**Q:** I have this pressure curve for wurtzite boron nitride, and the first row looks wrong. The pressure leaps by 39 GPa between the two smallest volumes, but by only 17 GPa in the next step. Has something happened to the solid there?

Wurtzite BN, calculated with Ansatz 0.2.0 using spin-unpolarised PBE, PAW and plane waves (cutoff 420 eV, 12×12×6 k mesh, Fermi–Dirac smearing 0.02 eV). The cell relaxed with r2SCAN was scaled uniformly, and the atoms were relaxed with r2SCAN at each volume. Pressure and stress are PBE values at these fixed geometries, positive in compression.

| volume (Å³/atom) | c/a | shortest distance (Å) | pressure (GPa) | stress xx (GPa) | stress zz (GPa) |
| --- | --- | --- | --- | --- | --- |
| 4.911 | 1.6540 | 1.470 | 103.37 | 102.46 | 105.18 |
| 5.216 | 1.6540 | 1.499 | 64.03 | 63.59 | 64.91 |
| 5.381 | 1.6541 | 1.515 | 46.55 | 46.28 | 47.08 |
| 5.549 | 1.6540 | 1.530 | 30.94 | 30.81 | 31.20 |
| 5.721 | 1.6540 | 1.545 | 17.03 | 17.00 | 17.10 |
| 5.808 | 1.6541 | 1.553 | 10.67 | 10.67 | 10.65 |
| 5.896 | 1.6541 | 1.561 | 4.66 | 4.70 | 4.59 |
| 6.074 | 1.6540 | 1.576 | -6.32 | -6.24 | -6.46 |
| 6.257 | 1.6541 | 1.591 | -16.03 | -15.94 | -16.20 |
| 6.442 | 1.6540 | 1.606 | -24.60 | -24.53 | -24.74 |
| 6.632 | 1.6540 | 1.622 | -32.14 | -32.11 | -32.21 |

**A:** Look first at the spacing of the volumes. That first step covers 0.305 Å³/atom, the next only 0.165. Per unit of volume the slopes are 129 and 106 GPa per Å³/atom, so most of the leap is the longer step. What remains is a solid that gets stiffer as it is squeezed, and it does so throughout the table.

**Q:** How do I tell ordinary stiffening from a real break?

**A:** You need a curve that already contains the stiffening. I used the third-order Birch–Murnaghan equation, fitted to the pressures of all eleven rows. It follows them to within 0.06 GPa, over a range from 103 GPa of compression to 32 GPa of tension. The printed analysis after this text gives the misfits row by row.

Two rows, at 6.074 and 6.632 Å³/atom, miss by slightly more than the rounding of their own entries allows. The excess is about 0.02 GPa. To see whether it means anything, leave the fitted curve aside. Start at 5.721 Å³/atom and skip the row at 5.808: the cell edges then grow in equal steps, each 1% of their unstrained length. Over these steps the unrounded pressures fall by 12.37, 10.98, 9.71, 8.58 and 7.54 GPa. The drops shrink steadily, with no jolt at either row. The small misfits therefore come from the rounded volumes and from a series cut off after a few terms, not from a change in the solid.

**Q:** Why should a solid under such different loads follow so simple a curve?

**A:** Because very little about it changes except its size. All edges of the cell are scaled by the same factor. The atoms inside were relaxed at each size, but they shift only slightly relative to the cell, so each boron keeps its four nitrogen neighbours, and each nitrogen its four borons. The shortest distance runs only from 1.470 to 1.622 Å. No bond is exchanged for another, and there is in effect a single variable, the length scale.

The electrons behave just as quietly. The same eight bands are filled in every row, and the gap above them never drops below 4.75 eV in these calculations. No state is emptied or newly filled as the volume changes, so the electron density can only deform gradually. The energy is then a smooth function of volume, and over a 10% range of lengths a few terms of a series describe it well.

**Q:** That explains smooth, but not curved. Where does the stiffening come from?

**A:** From the unequal reach of attraction and repulsion. Near the equilibrium volume the two nearly balance. When the atoms approach, the repulsion between overlapping electron clouds grows faster than the bonding does, so each further bit of compression costs more. When they are pulled apart, the repulsion fades first and the remaining pull is softer.

The measure of this is the bulk modulus, the pressure needed per fractional loss of volume. Along the fitted curve it rises from 246 GPa in the most stretched cell to 718 GPa in the most compressed one. The balance picture is standard bonding theory; the table shows only its result. You can't read the repulsion off one energy term of the calculation, because the terms change by up to tens of eV per cell and together nearly cancel.

**Q:** Could I have estimated that suspicious first row by hand?

**A:** Yes. Let V₀ be the volume at zero pressure, B the bulk modulus there and B′ its rise per unit of pressure. Write s = V₀/V and measure the compression by f = (s^(2/3) − 1)/2. Expand the energy to third order in f and take minus its derivative with respect to volume:

P = (3B/2) · (s^(7/3) − s^(5/3)) · [1 + ¾(B′ − 4)(s^(2/3) − 1)]

The fit gives V₀ = 5.969 Å³/atom, B = 371 GPa and B′ = 3.68. For the first row s = 5.969/4.911 = 1.215. The part before the square bracket comes to 107 GPa and the bracket to 0.97, so P is about 103 GPa, as in the table. This row was part of the fit, so the agreement shows that the row belongs to the curve, not that the curve predicts unseen volumes.

Now compare that with a spring of constant stiffness. The volume has shrunk by (5.969 − 4.911)/5.969, or 17.7%, and 0.177 × 371 GPa gives only 66 GPa. Simply multiplying the equilibrium modulus by so large a compression misses more than a third of the pressure.

**Q:** Can I use the formula for another material if I know only V₀ and B?

**A:** For a similar network with filled bands, setting B′ to 4 is a reasonable first guess. Here, with V₀ and B kept as above, it gives 107 GPa for the first row, where the run has 103 GPa. If V₀ and B are fitted anew under that restriction, the largest miss falls to 1.1 GPa, which is still far larger than the scatter of the better curve. For a rough estimate it may do; for finding a small break it won't.

**Q:** The unstrained cell, at 5.896 Å³/atom, still shows 4.66 GPa. Isn't that a break?

**A:** No, it is an offset between two functionals. That cell was relaxed with r2SCAN, while the pressures come from PBE, which prefers a volume about 1% larger. The row lies on the same PBE curve as its neighbours.

**Q:** And the stresses? The zz value starts above the xx value and then falls below it.

**A:** That comes from holding the cell's shape. The ratio c/a stays near 1.654, although the crystal need not shrink equally along both directions. In the first row the stress along c is 2.7 GPa higher, so a free cell would become slightly longer along c relative to a. The change in c/a should be well under 1%. A network of strong, directed bonds is expected to resist a change of shape about as firmly as a change of volume, and 2.7 GPa is little beside a bulk modulus of 718 GPa.

On expansion the difference stays below 0.3 GPa and turns back towards zero. The turn is spread over several rows, so it is a smooth bend and not a break, though the table doesn't show its cause.

**Q:** So where would a true break appear?

**A:** Where the bonding network or the filling of the bands changes. Silicon makes a useful comparison: it has the same fourfold bonding, but at a pressure of roughly 10 GPa it turns into a denser metal. If you let the structure follow that change, the volume drops abruptly. If you merely scale the diamond-type cell, as was done here with boron nitride, the curve passes the transition without a jump.

That is also the limit of this table. Its smoothness shows that this one structure responds steadily, not that it is the most stable form at any pressure. Cubic boron nitride, for one, is expected to lie slightly lower in energy. To find the stable form, you would compare the enthalpies, energy plus pressure times volume, of the different boron nitride structures.

The analysis program printed:

```
fit of pressure on 11 rows: coefficient of u**2.5 -723.7 +/- 2.2, coefficient of u**3.5 881 +/- 4.4, coefficient of u**4.5 -146.6 +/- 2.1; rms 0.0233, worst 6.074 0.0537, leave-one-out rms 0.0395
fit of pressure on 11 rows: coefficient of u**2.5 -570.7 +/- 3.1, coefficient of u**3.5 581 +/- 3.1; rms 0.566, worst 4.911 1.06, leave-one-out rms 0.892
Pressure curve and its misfits:
    row  slope from previous row GPa per Å³/atom  third-order misfit GPa  second-order misfit GPa  rounding allowance GPa  zz less xx stress GPa  energy misfit meV/atom
  4.911                                      n/a                  0.0109                    1.061                 0.07807                   2.72                -0.04199
  5.216                                     -129               0.0008927                  -0.1772                 0.06171                   1.32                 0.07576
  5.381                                   -105.9                -0.02927                  -0.4922                 0.05458                    0.8                0.009363
  5.549                                   -92.92              -0.0006848                  -0.5639                 0.04832                   0.39                 0.05203
  5.721                                   -80.87                -0.01489                  -0.5328                 0.04277                    0.1                0.002018
  5.808                                    -73.1               -0.006586                  -0.4576                 0.04026                  -0.02                  0.0144
  5.896                                    -68.3                0.007119                  -0.3521                  0.0379                  -0.11                 0.01824
  6.074                                   -61.69                 0.05374                 -0.06078                 0.03362                  -0.22                -0.01489
  6.257                                   -53.06               0.0006316                    0.198                 0.02982                  -0.26                 0.01803
  6.442                                   -46.32                 0.01665                   0.5699                  0.0265                  -0.21                 -0.1214
  6.632                                   -39.68                -0.03871                    0.905                 0.02355                   -0.1                -0.01155
Volume at zero PBE pressure in Å³/atom: 5.969
Bulk modulus at zero pressure in GPa: 371
Pressure derivative of the bulk modulus at zero pressure: 3.676
Bulk modulus at the smallest volume in GPa: 717.7
Bulk modulus at the largest volume in GPa: 246
Largest third-order misfit in GPa: 0.05374
Largest second-order misfit in GPa: 1.061
Largest energy misfit in meV per atom: 0.1214
Largest stress anisotropy as percent of the highest pressure: 2.631
Rough c/a increase wanted at the smallest volume in percent: 0.272
Smallest band gap in eV: 4.752
Largest band gap in eV: 5.419
```
